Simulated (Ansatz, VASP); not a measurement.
**Two plane-wave programs on PbSe**

```
CELL_PARAMETERS angstrom
0.00000 3.38927 3.38927
3.38927 0.00000 3.38927
3.38927 3.38927 0.00000
ATOMIC_POSITIONS crystal
Pb 0.00000 0.00000 0.00000
Se 0.25000 0.25000 0.25000
```

Measurements of this composition are mostly on another form, of space group No. 225.

Alike in both runs: task single point; functional LDA; k mesh 4 × 4 × 4; occupations gaussian, width 0.05 eV; no spin polarisation.

|  | VASP | Ansatz |
| --- | --- | --- |
| version | VASP 6.6.1 | Ansatz 0.2.0 |
| potentials or method | VASP PAW LDA potentials, release 64 (Pb_d, Se) | scalar-relativistic, plane waves, PAW |
| plane-wave cutoff (eV) | 520 | 420 |
| valence electrons in the cell | 20 | 30 |

```csv
,VASP,Ansatz,Ansatz less VASP
gap on the k mesh at the Fermi level (eV),0.38,0.39,+0.015
least direct gap on the mesh (eV),0.97,0.98,+0.011
pressure (GPa),-1.1,-1.2,-0.10
```

The two sets of potentials don't hold the same shells in valence.

Caveats: spin-orbit coupling is left out, which as a rule narrows the gap of such compounds by several tenths of an eV. A k mesh can miss the band edges.
